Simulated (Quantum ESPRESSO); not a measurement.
The system is Lu.

```xyz
1
Lattice="-1.9541 1.9541 1.9541 1.9541 -1.9541 1.9541 1.9541 1.9541 -1.9541" Properties=species:S:1:pos:R:3 pbc="T T T"
Lu    0.0000    0.0000    0.0000
```

This isn't the form of Lu at room conditions, which is hcp.

| Quantity | Value |
| --- | --- |
| Program | Quantum ESPRESSO 7.5 |
| Task | single point |
| Functional | PBE |
| Potentials or basis | SSSP 1.3 efficiency PBE |
| Cutoff | 748 eV |
| Density cutoff | 5987 eV |
| k mesh | 10 × 10 × 10 |
| Occupations | fermi-dirac, width 0.05 eV |
| Spin | no spin polarisation |

On this cell: pressure -0.5 GPa; band gap on the k mesh none (metal or under the smearing width).

The same run follows on a disturbed copy (cell strained at random at fixed volume):

```xyz
1
Lattice="-1.9615 1.9860 1.9551 1.9724 -1.9806 1.9605 1.9161 1.9352 -1.9496" Properties=species:S:1:pos:R:3 pbc="T T T"
Lu    0.0208   -0.0095    0.0206
```

Problem. What does the disturbed cell give?

Solution. The energy (extrapolated to zero smearing) moves by +1.3 meV/atom; pressure -0.5 GPa; band gap on the k mesh none (metal or under the smearing width).

Stress tensor (GPa, compression positive):
```
-0.55  0.61 -0.13
 0.61 -0.50 -0.06
-0.13 -0.06 -0.48
```
